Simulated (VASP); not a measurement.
# Mo (Im-3m) in VASP: a series of runs, part 2 of 2

VASP 6.6.1. Earlier steps stand in the parts before.

### 3 Single point, PBE

The input, INCAR:

```
SYSTEM = Mo
PREC = Accurate
ENCUT = 520
EDIFF = 1E-7
ISMEAR = 0
SIGMA = 0.1
LREAL = .FALSE.
LASPH = .TRUE.
NELM = 80
ALGO = Normal
ISIF = 2
LWAVE = .FALSE.
LCHARG = .FALSE.
GGA = PE
```

The input, KPOINTS:

```
regular mesh
0
G
  20 20 20
  0 0 0
```

The input, POSCAR:

```
Mo
1.0
   -1.5734150000      1.5734150000      1.5734150000
    1.5734150000     -1.5734150000      1.5734150000
    1.5734150000      1.5734150000     -1.5734150000
Mo
1
Direct
    0.0000000000      0.0000000000      0.0000000000
```

Potentials or basis: VASP PAW PBE potentials, release 64 (Mo_sv).

Run with:

```sh
$ cat potpaw_PBE.64/Mo_sv/POTCAR > POTCAR
$ mpirun -np 1 vasp_std > vasp.out
```

Wall time 16 s (1 thread of AMD EPYC 9R45 (Zen 5), shared host); peak memory 0.12 GiB.

The run converged. Its results:

- Free energy: -10.9355 eV
- Pressure: 4.2 GPa
- Band gap on the k mesh: none (metal or under the smearing width)

Levels at points of the mesh, in eV from the Fermi level:
```
           k point  band 5  band 6  band 7  band 8  band 9  band 10
(0.00, 0.00, 0.00)   -7.27   -1.39   -1.39   -1.39    1.65     1.65
(0.50, 0.00, 0.00)   -5.36   -3.44    1.62    1.68    2.31     4.74
(0.50, 0.50, 0.50)   -5.49   -5.49    3.98    3.98    3.98     9.07
```

### 4 Single point, PBE

INCAR is that of step 3.

The input, KPOINTS:

```
regular mesh
0
G
  24 24 24
  0 0 0
```

POSCAR is that of step 3.

Potentials or basis: VASP PAW PBE potentials, release 64 (Mo_sv).

Run with:

```sh
$ cat potpaw_PBE.64/Mo_sv/POTCAR > POTCAR
$ mpirun -np 1 vasp_std > vasp.out
```

OUTCAR:

```text
SYSTEM = Mo
   PREC = Accurate
   ENCUT = 520
   EDIFF = 1E-7
   ISMEAR = 0
   LREAL = .FALSE.
   LASPH = .TRUE.
   NELM = 80
   ISIF = 2
   GGA = PE

 ion  position               nearest neighbor table
   1  0.000  0.000  0.000-

  LATTYP: Found a body centered cubic cell.
 ALAT       =     3.1468300000

  Lattice vectors:

 A1 = (  -1.5734150000,   1.5734150000,   1.5734150000)
 A2 = (   1.5734150000,  -1.5734150000,   1.5734150000)
 A3 = (   1.5734150000,   1.5734150000,  -1.5734150000)
[... 515 lines left out ...]
     11      24.3414      0.00000

 [... further k-points ...]

------------------------ aborting loop because EDIFF is reached ----------------------------------------

  FORCE on cell =-STRESS in cart. coord.  units (eV):
  Direction    XX          YY          ZZ          XY          YZ          ZX
  --------------------------------------------------------------------------------------
  -------------------------------------------------------------------------------------
  Total        0.3974969      0.3974969      0.3974969      0.0000000      0.0000000      0.0000000
  in kB       40.8746922     40.8746922     40.8746922      0.0000000      0.0000000      0.0000000
  external PRESSURE =      40.8746922 kB  Pullay stress =       0.0000000 kB

 VOLUME and BASIS-vectors are now :
 -----------------------------------------------------------------------------
  energy-cutoff  :      520.00
  volume of cell :       15.58
      direct lattice vectors                 reciprocal lattice vectors
    -1.573415000  1.573415000  1.573415000     0.000000000  0.317780115  0.317780115
     1.573415000 -1.573415000  1.573415000     0.317780115  0.000000000  0.317780115
     1.573415000  1.573415000 -1.573415000     0.317780115  0.317780115  0.000000000

 POSITION                                       TOTAL-FORCE (eV/Angst)
 -----------------------------------------------------------------------------------
      0.00000      0.00000      0.00000         0.000000      0.000000      0.000000
 -----------------------------------------------------------------------------------
    total drift:                                0.000000     -0.000000      0.000000

  FREE ENERGIE OF THE ION-ELECTRON SYSTEM (eV)
  ---------------------------------------------------
  free  energy   TOTEN  =       -10.9335204407 eV

  energy  without entropy=      -10.9299192241  energy(sigma->0) =      -10.93171983
```

OSZICAR:

```text
N       E                     dE             d eps       ncg     rms          rms(c)
DAV:   1     0.903968021015E+02    0.90397E+02   -0.83465E+03  9153   0.131E+03
DAV:   2    -0.102800330533E+02   -0.10068E+03   -0.97385E+02  9881   0.341E+02
DAV:   3    -0.115876890831E+02   -0.13077E+01   -0.12982E+01 10512   0.390E+01
DAV:   4    -0.115910720843E+02   -0.33830E-02   -0.33827E-02  9876   0.236E+00
DAV:   5    -0.115910909208E+02   -0.18837E-04   -0.18837E-04 10680   0.169E-01    0.148E+01
DAV:   6    -0.110170127887E+02    0.57408E+00   -0.10157E+00  9836   0.122E+01    0.406E+00
DAV:   7    -0.109370313771E+02    0.79981E-01   -0.21785E-01 10617   0.530E+00    0.945E-01
DAV:   8    -0.109334753188E+02    0.35561E-02   -0.42184E-03  9512   0.948E-01    0.171E-01
DAV:   9    -0.109335119038E+02   -0.36585E-04   -0.17368E-04 10674   0.177E-01    0.689E-02
DAV:  10    -0.109335203961E+02   -0.84923E-05   -0.12670E-05  9806   0.475E-02    0.817E-03
DAV:  11    -0.109335204407E+02   -0.44564E-07   -0.39047E-07 10830   0.661E-03
   1 F= -.10933520E+02 E0= -.10931720E+02  d E =-.360122E-02
```

stdout:

```text
POSCAR found type information on POSCAR Mo
 POSCAR found :  1 types and       1 ions
 scaLAPACK will be used
 LDA part: xc-table for (Slater+PW92), standard interpolation
 POSCAR, INCAR and KPOINTS ok, starting setup
 FFT: planning ... GRIDC
 FFT: planning ... GRID_SOFT
 FFT: planning ... GRID
 WAVECAR not read
 entering main loop
```

Run time: 24 s. Hardware: 1 thread of AMD EPYC 9R45 (Zen 5), shared host; peak memory 0.14 GiB.

What came out:

| Quantity | Value |
| --- | --- |
| Free energy | -10.9335 eV |
| Pressure | 4.1 GPa |
| Band gap on the k mesh | none (metal or under the smearing width) |

### 5 Single point, PBE

INCAR, as its differences from that of step 4:

```diff
@@ -2,3 +2,3 @@
 PREC = Accurate
-ENCUT = 520
+ENCUT = 200
 EDIFF = 1E-7
```

The input, KPOINTS:

```
regular mesh
0
G
  14 14 14
  0 0 0
```

POSCAR is that of step 4.

Potentials or basis: VASP PAW PBE potentials, release 64 (Mo_sv).

Run with:

```sh
$ cat potpaw_PBE.64/Mo_sv/POTCAR > POTCAR
$ mpirun -np 1 vasp_std > vasp.out
```

OUTCAR:

```text
SYSTEM = Mo
   PREC = Accurate
   ENCUT = 200
   EDIFF = 1E-7
   ISMEAR = 0
   LREAL = .FALSE.
   LASPH = .TRUE.
   NELM = 80
   ISIF = 2
   GGA = PE

 ion  position               nearest neighbor table
   1  0.000  0.000  0.000-

  LATTYP: Found a body centered cubic cell.
 ALAT       =     3.1468300000

  Lattice vectors:

 A1 = (  -1.5734150000,   1.5734150000,   1.5734150000)
 A2 = (   1.5734150000,  -1.5734150000,   1.5734150000)
 A3 = (   1.5734150000,   1.5734150000,  -1.5734150000)
[... 516 lines left out ...]
     11      22.8765      0.00000

 [... further k-points ...]

------------------------ aborting loop because EDIFF is reached ----------------------------------------

  FORCE on cell =-STRESS in cart. coord.  units (eV):
  Direction    XX          YY          ZZ          XY          YZ          ZX
  --------------------------------------------------------------------------------------
  -------------------------------------------------------------------------------------
  Total       -7.3159810     -7.3159810     -7.3159810      0.0000000     -0.0000000      0.0000000
  in kB     -752.3038753   -752.3038753   -752.3038753      0.0000000     -0.0000000      0.0000000
  external PRESSURE =    -752.3038753 kB  Pullay stress =       0.0000000 kB

 VOLUME and BASIS-vectors are now :
 -----------------------------------------------------------------------------
  energy-cutoff  :      200.00
  volume of cell :       15.58
      direct lattice vectors                 reciprocal lattice vectors
    -1.573415000  1.573415000  1.573415000     0.000000000  0.317780115  0.317780115
     1.573415000 -1.573415000  1.573415000     0.317780115  0.000000000  0.317780115
     1.573415000  1.573415000 -1.573415000     0.317780115  0.317780115  0.000000000

 POSITION                                       TOTAL-FORCE (eV/Angst)
 -----------------------------------------------------------------------------------
      0.00000      0.00000      0.00000         0.000000      0.000000      0.000000
 -----------------------------------------------------------------------------------
    total drift:                               -0.000000     -0.000000      0.000000

  FREE ENERGIE OF THE ION-ELECTRON SYSTEM (eV)
  ---------------------------------------------------
  free  energy   TOTEN  =       -10.6516971340 eV

  energy  without entropy=      -10.6457488854  energy(sigma->0) =      -10.64872301
```

Wall time 4.3 s (1 thread of AMD EPYC 9R45 (Zen 5), shared host); peak memory 0.07 GiB.

The run converged, but a check on its numbers failed (symmetry, net force, bounds or a known fault of this set-up), so they aren't taken as properties of the crystal.

Caveat: the cutoff lies under the usual one of these potentials, so the numbers hold a large basis-set error; a pressure of tens of GPa on the cell as given is suspect, and the run, the potentials or the cell itself is likely at fault.

### 6 Single point, PBE

INCAR, as its differences from that of step 5:

```diff
@@ -2,3 +2,3 @@
 PREC = Accurate
-ENCUT = 200
+ENCUT = 250
 EDIFF = 1E-7
```

KPOINTS is that of step 5.

POSCAR is that of step 5.

Potentials or basis: VASP PAW PBE potentials, release 64 (Mo_sv).

Run with:

```sh
$ cat potpaw_PBE.64/Mo_sv/POTCAR > POTCAR
$ mpirun -np 1 vasp_std > vasp.out
```

It took 4.1 s on 1 thread of AMD EPYC 9R45 (Zen 5), shared host; peak memory 0.08 GiB.

It converged, with:

- Free energy: -10.9105 eV
- Band gap on the k mesh: none (metal or under the smearing width)

Levels at points of the mesh, in eV from the Fermi level:
| k point | band 3 | band 4 | band 5 | band 6 | band 7 | band 8 | band 9 | band 10 | band 11 |
| --- | --- | --- | --- | --- | --- | --- | --- | --- | --- |
| (0.00, 0.00, 0.00) | -34.60 | -34.60 | -7.30 | -1.43 | -1.43 | -1.43 | 1.61 | 1.61 | 14.80 |
| (0.50, 0.00, 0.00) | -35.04 | -34.60 | -5.40 | -3.47 | 1.60 | 1.64 | 2.28 | 4.72 | 11.65 |
| (0.50, 0.50, 0.50) | -35.56 | -35.56 | -5.51 | -5.51 | 3.95 | 3.95 | 3.95 | 9.05 | 9.05 |

Caveat: the cutoff is under 1.25 times the usual one of these potentials, so pressure, stress and relaxed cells hold a basis-set (Pulay) error.

### 7 The runs side by side

| k mesh | cutoff (eV) | gap on the mesh (eV) | pressure (GPa) |
| --- | --- | --- | --- |
| 16 × 16 × 16 | 520 | none | 3.9 |
| 20 × 20 × 20 | 520 | none | 4.2 |
| 24 × 24 × 24 | 520 | none | 4.1 |
| 14 × 14 × 14 | 250 | none | - |

Alike in all rows: task single point; level PBE; potentials or basis VASP PAW PBE potentials, release 64 (Mo_sv); no spin polarisation; cell as given; smearing gaussian 0.1 eV.

Every run on the cell as given and a fine mesh finds a metal.

Caveats: the cutoff is under 1.25 times the usual one of these potentials, so pressure, stress and relaxed cells hold a basis-set (Pulay) error (some runs).

Total energies depend on the potentials used, so only differences within one code and one set of settings carry meaning.
